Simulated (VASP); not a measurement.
Set up this calculation in VASP 6.6.1, as the native input.

- Task: single point
- Functional: LDA
- Potentials or basis: VASP PAW LDA potentials, release 64 (C, O, H)
- Cutoff: 520 eV
- k mesh: 1 × 1 × 1
- Occupations: fermi-dirac, width 0.05 eV
- Spin: no spin polarisation
- Dipole correction: no
- Further INCAR settings: LREAL = Auto; ALGO = Normal; EDIFF = 1e-07; NBANDS = 66

The structure of H4CO lies in POSCAR:

```
H4CO
1.0
    7.3803230000      0.0000000000      0.0000000000
    0.0000000000      7.3803230000      0.0000000000
    0.0000000000      0.0000000000      7.3803230000
C O H
6 6 24
Direct
    0.4831235000      0.2136627000      0.6934389000
    0.9389589000      0.4026108000      0.7708683000
    0.7328821000      0.1542344000      0.1770070000
    0.0387029000      0.9036757000      0.5861588000
    0.8424356000      0.6918954000      0.2660839000
    0.2130086000      0.8983906000      0.2005331000
    0.5244313000      0.0545905000      0.7942469000
    0.9470073000      0.2100146000      0.7746738000
    0.8596099000      0.1853889000      0.3189296000
   -0.0486801000      0.8379092000      0.7449402000
    0.8781253000      0.5027586000      0.2548557000
    0.3794647000      0.8135192000      0.1529751000
    0.4534623000      0.1689559000      0.5559055000
    0.5512529000      0.0919670000      0.9173632000
    0.3639911000      0.2847745000      0.7466674000
    0.5973623000      0.3085773000      0.6885998000
    0.7986772000      0.4375824000      0.7410023000
    1.0712777000      0.1764080000      0.8011598000
    0.9759121000      0.4631596000      0.9014478000
    1.0256121000      0.4605640000      0.6649658000
    0.6078971000      0.2214810000      0.2176345000
    0.9719771000      0.1263002000      0.2849272000
    0.7777227000      0.2121096000      0.0476916000
    0.7045032000      0.0096758000      0.1575098000
    0.1667271000      0.9622179000      0.6306172000
   -0.1631951000      0.7851888000      0.7077795000
    0.0676922000      0.7952496000      0.4887622000
   -0.0403873000      1.0094115000      0.5179870000
    0.8581242000      0.7285998000      0.4082128000
    0.8647316000      0.4676661000      0.1289067000
    0.9382526000      0.7722013000      0.1857549000
    0.7041287000      0.7257766000      0.2235873000
    0.1368894000      0.7991524000      0.2789653000
    0.4491296000      0.9001825000      0.0829017000
    0.2333614000      1.0193160000      0.2844707000
    0.1327389000      0.9358597000      0.0812203000
```

The cell was built by a generator and needn't be a form met in nature.

The input as run:

INCAR

```
  PREC = Accurate
  ENCUT = 520
  EDIFF = 1E-7
  ISMEAR = -1
  SIGMA = 0.05
  LREAL = Auto
  LASPH = True
  NELM = 100
  ALGO = Normal
  ISIF = 2
  LWAVE = False
  LCHARG = False
  NBANDS = 66
```

KPOINTS

```
Automatic mesh
0
Gamma
  1 1 1
```

Potentials or basis: VASP PAW LDA potentials, release 64 (C, O, H).

Run with:

```console
$ cat potpaw_LDA.64/C/POTCAR potpaw_LDA.64/O/POTCAR potpaw_LDA.64/H/POTCAR > POTCAR
$ mpirun -np 1 vasp_gam > vasp.out
```

Results of the run:

* Pressure: 1.5 GPa
* Largest force: 1.146 eV/Å
* Band gap on the k mesh: 3.91 eV, direct

Run time: 27 s on 1 thread of AMD EPYC 9R45 96-Core Processor (Zen 5), with other jobs on the host, peak memory 0.26 GiB.
